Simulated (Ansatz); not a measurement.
NaBr (rock salt)

```xyz
2
Lattice="0.0000 3.0180 3.0180 3.0180 0.0000 3.0180 3.0180 3.0180 0.0000" Properties=species:S:1:pos:R:3 pbc="T T T"
Br     0.0000     0.0000     0.0000
Na     3.0180     3.0180     3.0180
```

Level of theory: PBE (plane waves to 420 eV, PAW, scalar-relativistic; Ansatz, a first-principles code). DFPT wavenumbers on a 8×8×8 k mesh, in cm⁻¹; i marks imaginary ones, q is in fractions of the reciprocal vectors of the cell shown, and the three acoustic modes at Γ are left out. The non-analytic (LO-TO) term is not included, so polar modes at Γ have their transverse values. The program warned that its band solver left a few bands short of their tolerance. NaBr was relaxed with its symmetry unable to fall.

### Question
Is the structure dynamically stable at Γ, L = (0.5, 0.0, 0.0), X = (0.5, 0.5, 0.0)?

### Answer
No imaginary mode at these points (lowest 55 cm⁻¹ at X = (0.5, 0.5, 0.0)); other wave vectors were not tested.

### Question
Predict the phonon wavenumbers at Γ, L = (0.5, 0.0, 0.0), X = (0.5, 0.5, 0.0).

### Answer
```csv
q,wavenumbers (cm⁻¹)
Γ,122 (×3)
"L = (0.5, 0.0, 0.0)","65 (×2), 103, 115 (×2), 188"
"X = (0.5, 0.5, 0.0)","55 (×2), 89, 127 (×2), 136"
```
